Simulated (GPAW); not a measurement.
A calculation with GPAW 26.7.0 of BaTiO3 (ASE script, structure typed inline):

run.py

```python
import numpy as np
from ase import Atoms
from ase.dft.bandgap import bandgap
from ase.io import write
from gpaw import GPAW, PW
from gpaw.response.df import DielectricFunction

atoms = Atoms(['Ba', 'Ti', 'O', 'O', 'O'],
              cell=[[3.9998, 0.0, 0.0],
                    [0.0, 3.9998, 0.0],
                    [0.0, 0.0, 4.018]],
              scaled_positions=[[0.0, 0.0, 0.0],
                                [0.5, 0.5, 0.49],
                                [0.0, 0.5, 0.517],
                                [0.5, 0.0, 0.517],
                                [0.5, 0.5, 0.019]],
              pbc=True)

calc = GPAW(mode=PW(650),
            xc='PBE',
            kpts={'size': (6, 6, 6), 'gamma': True},
            occupations={'name': 'fermi-dirac', 'width': 0.001},
            nbands=36,
            convergence={'density': 1e-06},
            maxiter=150,
            txt='gpaw.txt')
atoms.calc = calc
energy = atoms.get_potential_energy()
calc.write('gs.gpw')
write('result.traj', atoms)
print(f'Energy: {energy:.6f} eV')
print('Fermi level:', round(calc.get_fermi_level(), 4), 'eV')
print(f'Gap: {bandgap(calc)[0]:.4f} eV, direct: {bandgap(calc, direct=True)[0]:.4f} eV')

for size in [(7, 7, 7)]:
    name = 'x'.join(str(n) for n in size)
    dense = calc.fixed_density(kpts={'size': size, 'gamma': True},
                               nbands=66, convergence={'bands': 60, 'eigenstates': 1e-7},
                               update_fermi_level=True, txt=f'dense-{name}.txt')
    dense.write(f'{name}.gpw', mode='all')
    df = DielectricFunction(f'{name}.gpw', frequencies=np.array([0.0]), hilbert=False, eta=0.001,
                            ecut=80, nbands=60, intraband=False, txt=f'df-{name}.txt')
    for xc in ['RPA']:
        for direction in ['x', 'y', 'z', [0, 1, 1], [1, 0, 1], [1, 1, 0]]:
            e0, e = df.get_macroscopic_dielectric_constant(xc=xc, direction=direction)
            print(f'{name} {xc} {direction}: {e0:.4f} without, {e:.4f} with local fields')
```

Potentials or basis: GPAW PAW data sets (gpaw-data 1.2.1), pw.

Run with:

```console
$ OMP_NUM_THREADS=1 python run.py
```

Write the same calculation in another form: ASE script, Cartesian positions.

As run:

File run.py:

```python
import numpy as np
from ase.dft.bandgap import bandgap
from ase.io import read, write
from gpaw import GPAW, PW
from gpaw.response.df import DielectricFunction

atoms = read('BaTiO3.xyz')

calc = GPAW(mode=PW(650),
            xc='PBE',
            kpts={'size': (6, 6, 6), 'gamma': True},
            occupations={'name': 'fermi-dirac', 'width': 0.001},
            nbands=36,
            convergence={'density': 1e-06},
            maxiter=150,
            txt='gpaw.txt')
atoms.calc = calc
energy = atoms.get_potential_energy()
calc.write('gs.gpw')
write('result.traj', atoms)
print(f'Energy: {energy:.6f} eV')
print('Fermi level:', round(calc.get_fermi_level(), 4), 'eV')
print(f'Gap: {bandgap(calc)[0]:.4f} eV, direct: {bandgap(calc, direct=True)[0]:.4f} eV')

for size in [(7, 7, 7)]:
    name = 'x'.join(str(n) for n in size)
    dense = calc.fixed_density(kpts={'size': size, 'gamma': True},
                               nbands=66, convergence={'bands': 60, 'eigenstates': 1e-7},
                               update_fermi_level=True, txt=f'dense-{name}.txt')
    dense.write(f'{name}.gpw', mode='all')
    df = DielectricFunction(f'{name}.gpw', frequencies=np.array([0.0]), hilbert=False, eta=0.001,
                            ecut=80, nbands=60, intraband=False, txt=f'df-{name}.txt')
    for xc in ['RPA']:
        for direction in ['x', 'y', 'z', [0, 1, 1], [1, 0, 1], [1, 1, 0]]:
            e0, e = df.get_macroscopic_dielectric_constant(xc=xc, direction=direction)
            print(f'{name} {xc} {direction}: {e0:.4f} without, {e:.4f} with local fields')
```

File BaTiO3.xyz:

```xyz
5
Lattice="3.9998000000 0.0000000000 0.0000000000 0.0000000000 3.9998000000 0.0000000000 0.0000000000 0.0000000000 4.0180000000" Properties=species:S:1:pos:R:3 pbc="T T T"
Ba     0.0000000000      0.0000000000      0.0000000000
Ti     1.9999000000      1.9999000000      1.9688200000
O      0.0000000000      1.9999000000      2.0773060000
O      1.9999000000      0.0000000000      2.0773060000
O      1.9999000000      1.9999000000      0.0763420000
```

Potentials or basis: GPAW PAW data sets (gpaw-data 1.2.1), pw.

Launch:

```bash
$ OMP_NUM_THREADS=1 python run.py
```

Both were run:

|  | ASE script, structure typed inline | ASE script, Cartesian positions |
| --- | --- | --- |
| Band gap on the k mesh | 1.81 eV, indirect (least direct gap 2.09 eV) | 1.81 eV, indirect (least direct gap 2.09 eV) |
| Electronic dielectric tensor (diagonal) | 5.93, 5.93, 5.58 | 5.93, 5.93, 5.58 |

Keys that steer only the numerical path or the files written may differ.

Caveat: the long-wavelength limit can be off by several per cent where d states take part; spin-orbit coupling is left out, which moves the levels of the heavy elements; an odd mesh through Γ misses points on the zone boundary, where band edges often lie.
